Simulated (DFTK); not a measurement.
# Rh (Fm-3m) in DFTK: settings compared

One crystal, Rh, is run at these levels: AM05, WC, r2SCAN, SCAN; tasks: single point.

All numbers are computed with DFTK 0.8.2; they aren't measurements. Logs are shortened: lines on timing, memory, paths and dates and some standing lists are left out, and cuts for length are marked.

### Step 1. The structure

It takes space group Fm-3m (No. 225, cubic). The conventional cell has a = 3.796 Å, b = 3.796 Å, c = 3.796 Å, α = 90.00°, β = 90.00°, γ = 90.00°. Rh (site symmetry m-3m) has 12 Rh at 2.68 Å as nearest neighbours.

### Step 2. Single point, AM05

run.jl

```julia
using DFTK
using PseudoPotentialData
using Unitful, UnitfulAtomic
using LinearAlgebra, Printf
include("save.jl")
disable_threading()

# lattice vectors are the columns
lattice = austrip(1u"Å") * [           0.0        1.89785        1.89785;
                  1.89785            0.0        1.89785;
                  1.89785        1.89785            0.0]
symbols   = [:Rh]
positions = [[0.0, 0.0, 0.0]]
pseudopotentials = Dict(:Rh => "Rh.upf")
elements = Dict(s => ElementPsp(s, pseudopotentials; rcut=10.0) for s in unique(symbols))
atoms    = [elements[s] for s in symbols]

build_model(lattice, positions; symmetries=true) =
    model_DFT(lattice, atoms, positions;
              functionals=[:gga_x_am05, :gga_c_am05],
              temperature=austrip(0.05u"eV"),
              smearing=Smearing.FermiDirac(),
              symmetries)
Ecut  = 45.0  # hartree
kgrid = [12, 12, 12]
tol   = 1e-6
to_GPa = ustrip(uconvert(u"GPa", 1u"hartree/bohr^3"))

model = build_model(lattice, positions)
basis = PlaneWaveBasis(model; Ecut, kgrid)
display(basis)
scfres = self_consistent_field(basis;
                               tol,
                               nbandsalg=AdaptiveBands(model; n_bands_converge=13))
display(scfres.energies)
@printf "Fermi level: %.6f eV\n" ustrip(auconvert(u"eV", something(scfres.εF, NaN)))
forces = compute_forces_cart(scfres)
println("Forces (eV/Å)")
for (s, f) in zip(symbols, forces)
    @printf "%-3s %12.6f %12.6f %12.6f\n" s ustrip.(auconvert.(u"eV/Å", f))...
end
stress = compute_stresses_cart(scfres)
println("Stress (GPa)")
display(round.(stress * to_GPa; digits=4))
println("Levels at the first k-point (eV): ", round.(ustrip.(auconvert.(u"eV", scfres.eigenvalues[1][1:scfres.n_bands_converge])); digits=4))
save_scf!(scfres; forces, stress)
```

Potentials or basis: SG15 1.2 (PBE).

Launch:

```bash
julia --threads=1 run.jl  # save.jl only writes the numbers to a file and isn't shown; printed stress counts tension as positive; times include loading and compiling
```

Output:

```text
PlaneWaveBasis discretization:

    Ecut                 : 45.0 Ha
    fft_size             : (36, 36, 36), 46656 total points
    kgrid                : MonkhorstPack([12, 12, 12])
    num.   red. kpoints  : 1728
    num. irred. kpoints  : 72

    Discretized Model(gga_x_am05+gga_c_am05, 3D):
        lattice (in Bohr)    : [0         , 3.58642   , 3.58642   ]
                               [3.58642   , 0         , 3.58642   ]
                               [3.58642   , 3.58642   , 0         ]
        unit cell volume     : 92.26 Bohr³

        atoms                : Rh
        atom potentials      : ElementPsp(:Rh, "Rh.upf")

        num. electrons       : 17
        spin polarization    : none
        temperature          : 0.0018375 Ha
        smearing             : DFTK.Smearing.FermiDirac()

        terms                : Kinetic()
                               AtomicLocal()
                               AtomicNonlocal()
                               Ewald(nothing)
                               PspCorrection()
                               Hartree()
                               Xc(gga_x_am05, gga_c_am05)
                               Entropy()
n     Energy            log10(ΔE)   log10(Δρ)   Diag   Δtime
---   ---------------   ---------   ---------   ----   ------
  1   -108.4177094541                   -1.06    4.3    6.42s
  2   -108.4226261349       -2.31       -1.38    1.0    3.59s
  3   -108.4238266789       -2.92       -1.89    2.0    3.40s
  4   -108.4238668312       -4.40       -2.59    1.0    2.96s
  5   -108.4238700917       -5.49       -3.30    2.2    3.61s
  6   -108.4238701521       -7.22       -4.03    1.9    3.23s
  7   -108.4238701542       -8.67       -4.70    2.2    3.43s
  8   -108.4238701543      -10.10       -5.63    2.3    3.36s
  9   -108.4238701543      -11.25       -6.37    2.8    3.93s
Energy breakdown (in Ha):
    Kinetic             34.6895516
    AtomicLocal         -62.5897380
    AtomicNonlocal      0.2049447
    Ewald               -92.3641367
    PspCorrection       5.6023791
    Hartree             16.8725923
    Xc                  -10.8391667
    Entropy             -0.0002965

    total               -108.423870154326
Fermi level: 14.411777 eV
Forces (eV/Å)
Rh      0.000000     0.000000     0.000000
Stress (GPa)
3×3 StaticArraysCore.SMatrix{3, 3, Float64, 9} with indices SOneTo(3)×SOneTo(3):
  5.5327  -0.0     -0.0
 -0.0      5.5327  -0.0
 -0.0     -0.0      5.5327
Levels at the first k-point (eV): [-64.6465, -31.963, -31.963, -31.963, 6.2266, 11.2491, 11.2491, 11.2491, 13.3996, 13.3996, 30.5999, 36.0993, 36.0993]
```

Wall time 83 s (1 thread of Intel Xeon 6975P-C (Granite Rapids), shared host); peak memory 1.6 GiB.

Results:

```yaml
Free_energy: -2950.3638 eV
Pressure: -5.5 GPa
Band_gap_on_the_k_mesh: none (metal or under the smearing width)
```

Caveat: the potentials were made for another functional, which shifts forces and pressure.

### Step 3. Single point, WC

run.jl, as its differences from that of step 2:

```diff
@@ -19,3 +19,3 @@
     model_DFT(lattice, atoms, positions;
-              functionals=[:gga_x_am05, :gga_c_am05],
+              functionals=[:gga_x_wc, :gga_c_pbe],
               temperature=austrip(0.05u"eV"),
```

Potentials or basis: SG15 1.2 (PBE).

Launch:

```bash
julia --threads=1 run.jl  # save.jl only writes the numbers to a file and isn't shown; printed stress counts tension as positive; times include loading and compiling
```

Output:

```text
PlaneWaveBasis discretization:

    Ecut                 : 45.0 Ha
    fft_size             : (36, 36, 36), 46656 total points
    kgrid                : MonkhorstPack([12, 12, 12])
    num.   red. kpoints  : 1728
    num. irred. kpoints  : 72

    Discretized Model(gga_x_wc+gga_c_pbe, 3D):
        lattice (in Bohr)    : [0         , 3.58642   , 3.58642   ]
                               [3.58642   , 0         , 3.58642   ]
                               [3.58642   , 3.58642   , 0         ]
        unit cell volume     : 92.26 Bohr³

        atoms                : Rh
        atom potentials      : ElementPsp(:Rh, "Rh.upf")

        num. electrons       : 17
        spin polarization    : none
        temperature          : 0.0018375 Ha
        smearing             : DFTK.Smearing.FermiDirac()

        terms                : Kinetic()
                               AtomicLocal()
                               AtomicNonlocal()
                               Ewald(nothing)
                               PspCorrection()
                               Hartree()
                               Xc(gga_x_wc, gga_c_pbe)
                               Entropy()
n     Energy            log10(ΔE)   log10(Δρ)   Diag   Δtime
---   ---------------   ---------   ---------   ----   ------
  1   -108.5092686649                   -1.12    4.3    7.60s
  2   -108.5128550839       -2.45       -1.43    1.0    5.29s
  3   -108.5137450305       -3.05       -1.94    2.0    3.59s
  4   -108.5137742462       -4.53       -2.68    1.0    4.00s
  5   -108.5137764068       -5.67       -3.39    2.3    3.84s
  6   -108.5137764578       -7.29       -4.15    1.8    3.37s
  7   -108.5137764586       -9.13       -4.65    2.3    3.96s
  8   -108.5137764588       -9.64       -5.72    2.0    3.22s
  9   -108.5137764588      -11.21       -6.36    2.8    4.83s
Energy breakdown (in Ha):
    Kinetic             34.7578693
    AtomicLocal         -62.7008290
    AtomicNonlocal      0.1930075
    Ewald               -92.3641367
    PspCorrection       5.6023791
    Hartree             16.9381338
    Xc                  -10.9398995
    Entropy             -0.0003010

    total               -108.513776458831
Fermi level: 14.361544 eV
Forces (eV/Å)
Rh      0.000000     0.000000     0.000000
Stress (GPa)
3×3 StaticArraysCore.SMatrix{3, 3, Float64, 9} with indices SOneTo(3)×SOneTo(3):
  2.0785  -0.0     -0.0
 -0.0      2.0785  -0.0
 -0.0     -0.0      2.0785
Levels at the first k-point (eV): [-64.6538, -32.0464, -32.0464, -32.0464, 6.2645, 11.2085, 11.2085, 11.2085, 13.3414, 13.3414, 30.6748, 36.1211, 36.1211]
```

Run time: 93 s. Hardware: 1 thread of Intel Xeon 6975P-C (Granite Rapids), shared host; peak memory 1.6 GiB.

What came out:

```yaml
Free_energy: -2952.8103 eV
Pressure: -2.1 GPa
Band_gap_on_the_k_mesh: none (metal or under the smearing width)
```

Caveat: the potentials were made for another functional, which shifts forces and pressure.

### Step 4. Single point, r2SCAN

run.jl, as its differences from that of step 3:

```diff
@@ -19,3 +19,3 @@
     model_DFT(lattice, atoms, positions;
-              functionals=[:gga_x_wc, :gga_c_pbe],
+              functionals=r2SCAN(),
               temperature=austrip(0.05u"eV"),
```

Launch:

```bash
julia --threads=1 run.jl  # save.jl only writes the numbers to a file and isn't shown; printed stress counts tension as positive; times include loading and compiling
```

Wall time 4 min (1 thread of Intel Xeon 6975P-C (Granite Rapids), shared host); peak memory 1.7 GiB.

The run converged. Its results:

* Free energy: -2953.6321 eV
* Pressure: -1.1 GPa
* Band gap on the k mesh: none (metal or under the smearing width)

Levels at points of the mesh, in eV from the Fermi level:
```csv
k point,band 6,band 7,band 8,band 9,band 10,band 11
"(0.00, 0.00, 0.00)",-3.24,-3.24,-3.24,-1.10,-1.10,17.05
"(-0.50, 0.00, 0.00)",-3.34,-3.34,0.57,0.57,0.89,9.02
"(-0.50, -0.50, 0.00)",-6.26,0.51,1.03,1.03,3.48,12.84
```

Caveat: the potentials were made for another functional, which shifts forces and pressure.

### Step 5. Single point, SCAN

run.jl, as its differences from that of step 4:

```diff
@@ -19,3 +19,3 @@
     model_DFT(lattice, atoms, positions;
-              functionals=r2SCAN(),
+              functionals=SCAN(),
               temperature=austrip(0.05u"eV"),
```

Potentials or basis: SG15 1.2 (PBE).

Launch:

```bash
julia --threads=1 run.jl  # save.jl only writes the numbers to a file and isn't shown; printed stress counts tension as positive; times include loading and compiling
```

Output:

```text
PlaneWaveBasis discretization:

    Ecut                 : 45.0 Ha
    fft_size             : (36, 36, 36), 46656 total points
    kgrid                : MonkhorstPack([12, 12, 12])
    num.   red. kpoints  : 1728
    num. irred. kpoints  : 72

    Discretized Model(mgga_x_scan+mgga_c_scan, 3D):
        lattice (in Bohr)    : [0         , 3.58642   , 3.58642   ]
                               [3.58642   , 0         , 3.58642   ]
                               [3.58642   , 3.58642   , 0         ]
        unit cell volume     : 92.26 Bohr³

        atoms                : Rh
        atom potentials      : ElementPsp(:Rh, "Rh.upf")

        num. electrons       : 17
        spin polarization    : none
        temperature          : 0.0018375 Ha
        smearing             : DFTK.Smearing.FermiDirac()

        terms                : Kinetic()
                               AtomicLocal()
                               AtomicNonlocal()
                               Ewald(nothing)
                               PspCorrection()
                               Hartree()
                               Xc(mgga_x_scan, mgga_c_scan)
                               Entropy()
n     Energy            log10(ΔE)   log10(Δρ)   log10(Δτ)   Diag   Δtime
---   ---------------   ---------   ---------   ---------   ----   ------
  1   -108.5099191288                   -1.22        0.85    4.3    19.1s
  2   -108.5115049918       -2.80       -1.37       -1.66    1.0    11.3s
  3   -108.5126660228       -2.94       -1.93       -1.07    2.1    12.6s
  4   -108.5126907573       -4.61       -2.09       -2.14    1.1    10.0s
  5   -108.5126947474       -5.40       -2.57       -2.15    1.7    9.61s
  6   -108.5126976083       -5.54       -2.80       -2.86    1.7    10.1s
  7   -108.5126995412       -5.71       -3.41       -2.60    1.8    9.13s
  8   -108.5126996785       -6.86       -3.93       -3.05    2.1    10.3s
  9   -108.5126996816       -8.51       -4.69       -4.07    1.5    8.76s
 10   -108.5126996817       -9.79       -5.21       -4.76    2.7    11.4s
 11   -108.5126996818      -10.60       -5.86       -5.04    2.1    12.1s
 12   -108.5126996818      -11.79       -6.71       -5.56    2.3    11.0s
Energy breakdown (in Ha):
    Kinetic             34.7939652
    AtomicLocal         -62.7172267
    AtomicNonlocal      0.1619451
    Ewald               -92.3641367
    PspCorrection       5.6023791
    Hartree             16.9579950
    Xc                  -10.9473348
    Entropy             -0.0002859

    total               -108.512699681774
Fermi level: 14.286186 eV
Forces (eV/Å)
Rh      0.000000    -0.000000    -0.000000
Stress (GPa)
3×3 StaticArraysCore.SMatrix{3, 3, Float64, 9} with indices SOneTo(3)×SOneTo(3):
  3.9611  -0.0     -0.0
 -0.0      3.9611  -0.0
 -0.0     -0.0      3.9611
Levels at the first k-point (eV): [-67.5256, -34.0317, -34.0317, -34.0317, 5.7637, 11.0656, 11.0656, 11.0656, 13.1361, 13.1361, 31.1936, 37.0511, 37.0511]
```

It took 4.2 min on 1 thread of Intel Xeon 6975P-C (Granite Rapids), shared host; peak memory 1.7 GiB.

What came out:

| Property | Result |
| --- | --- |
| Free energy | -2952.7810 eV |
| Pressure | -4.0 GPa |
| Band gap on the k mesh | none (metal or under the smearing width) |

Caveat: the potentials were made for another functional, which shifts forces and pressure.

### Step 6. Overview

```csv
level,gap on the mesh (eV),pressure (GPa)
AM05,none,-5.5
WC,none,-2.1
r2SCAN,none,-1.1
SCAN,none,-4.0
```

Alike in all rows: task single point; potentials or basis SG15 1.2 (PBE); no spin polarisation; cell as given; k mesh 12 × 12 × 12; cutoff (eV) 1225; smearing fermi-dirac 0.05 eV.

Every run on the cell as given and a fine mesh finds a metal. The pressure there spans -5.5 GPa (AM05) to -1.1 GPa (r2SCAN); a positive pressure means that this level wants a larger cell, a negative one a smaller.

Caveats: the potentials were made for another functional, which shifts forces and pressure.

Absolute energies hang on the potentials; compare differences alone.
